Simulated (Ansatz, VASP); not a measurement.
One calculation of Mo, two programs

The input INCAR:

```
PREC = Accurate
ENCUT = 520
EDIFF = 1E-6
ISMEAR = 0
SIGMA = 0.15
LREAL = False
LASPH = True
NELM = 100
ALGO = Fast
ISIF = 2
LWAVE = False
LCHARG = True
GGA = PE
LELF = True
LVHAR = True
NBANDS = 13
```

File KPOINTS:

```
regular mesh
0
Gamma
  22 22 22
```

POSCAR

```
Mo
1.0
    0.0000000000      2.3058339928      1.5672753649
    2.3058339928      0.0000000000      1.5672753649
    2.3058339928      2.3058339928      0.0000000000
Mo
1
Direct
    0.0000000000      0.0000000000      0.0000000000
```

Input for Ansatz:

```yaml
crystal:
  lattice:
    - [0.0, 2.3058339928, 1.5672753649]
    - [2.3058339928, 0.0, 1.5672753649]
    - [2.3058339928, 2.3058339928, 0.0]
  atoms:
    - { symbol: Mo, position: [0.0, 0.0, 0.0] }
basis:
  ecutwfc: 420
kpoints:
  mp_grid: { grid: [22, 22, 22] }
hamiltonian:
  xc: pbe
scf:
  occupations: { method: gaussian, width: 0.15 }
output:
  forces: true
  stress: true
  eigenvalues: true
```

Alike in both runs: task single point; functional PBE; k mesh 22 × 22 × 22; occupations gaussian, width 0.15 eV; no spin polarisation.

```csv
,VASP,Ansatz
version,VASP 6.6.1,Ansatz 0.2.0
potentials or method,"VASP PAW PBE potentials, release 64 (Mo_sv)","scalar-relativistic, plane waves, PAW"
plane-wave cutoff (eV),520,420
valence electrons in the cell,14,14
```

|  | VASP | Ansatz | Ansatz less VASP |
| --- | --- | --- | --- |
| gap on the k mesh at the Fermi level (eV) | none | none | - |
| pressure (GPa) | -11.8 | -12.3 | -0.46 |
| largest component of the traceless stress (GPa) | 7.04 | 7.05 | +0.006 |

A gap of «none» marks a metal or a gap that the smearing closes. With one functional, cell and mesh, what is left measures potentials, basis and numerics.
